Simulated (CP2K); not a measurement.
Runs of CP2K 2026.2 on NaI. It takes space group Fm-3m (No. 225, cubic). The conventional cell has a = 6.473 Å, b = 6.473 Å, c = 6.473 Å, α = 90.00°, β = 90.00°, γ = 90.00°. Around I (site symmetry m-3m) lie 6 Na at 3.24 Å. Na (site symmetry m-3m) is surrounded by 6 I at 3.24 Å. 

```csv
level,gap on the mesh (eV),pressure (GPa)
HLE16,5.55,(a)
MS2,4.45,0.0
WC,3.47,0.0
BLYP,3.77,1.6
LDA,(b),(c)
```

Alike in all rows: task atomic charges; potentials or basis POTENTIAL_UZH I GTH-PBE-q7, Na GTH-PBE-q9; TZVP-MOLOPT-PBE-GTH basis; no spin polarisation; cell as given; k mesh 7 × 7 × 7; smearing fermi-dirac 0.05 eV.

Task: Estimate the missing entries.

Result: (a) 1.4; (b) 3.22; (c) -1.1.

Caveats: the potentials were made for another functional, which shifts forces and pressure; spin-orbit coupling is left out, which moves the levels of the heavy elements; the basis of atomic orbitals isn't converged, which shifts pressures, moduli and gaps; the potentials were made for a functional far from this one (some runs).

A k mesh can miss the band edges, and the runs leave out spin-orbit coupling on I.

Runs at the PBE level aren't shown here.
